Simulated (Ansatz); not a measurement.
Runs of Ansatz 0.2.0 on Mn3Si. The structure is cubic, space group Fm-3m (No. 225). The conventional cell has a = 5.722 Å, b = 5.722 Å, c = 5.722 Å, α = 90.00°, β = 90.00°, γ = 90.00°. Around Mn (site symmetry -43m) lie 4 Mn at 2.48 Å and 4 Si at 2.48 Å. Mn (site symmetry m-3m) has 8 Mn at 2.48 Å as nearest neighbours. Si (site symmetry m-3m) is surrounded by 8 Mn at 2.48 Å. 

```csv
task,level,potentials or basis,cutoff (eV),basis error allowed,pressure (GPa),moment (μB)
band structure,PBEsol,"all-electron LAPW, scalar-relativistic",282,0.002 eV/atom,-15.9,1.01
single point,PBEsol,"all-electron LAPW, scalar-relativistic",305,0.001 eV/atom,-15.9,1.01
band structure,LDA,"all-electron LAPW, scalar-relativistic",282,0.002 eV/atom,-23.3,(a)
band structure,PBEsol,"all-electron LAPW, non-relativistic",282,0.002 eV/atom,-13.6,1.01
band structure,PBEsol,"all-electron LAPW, inner shells corrected to Dirac's equation",282,0.002 eV/atom,-15.9,1.01
band structure,PBEsol,all-electron PAW datasets made for the crystal,320,-,-15.9,1.01
```

Alike in all rows: spin collinear, ferromagnetic start; cell as given; k mesh 8 × 8 × 8; smearing fermi-dirac 0.05 eV.

Problem. Estimate the missing entries.

Solution. (a) 1.04.

Caveats: so large a pressure means that the cell lies far from this level's equilibrium, or that cutoff or potentials fall short (some runs).

Not every run made on this cell is shown here.
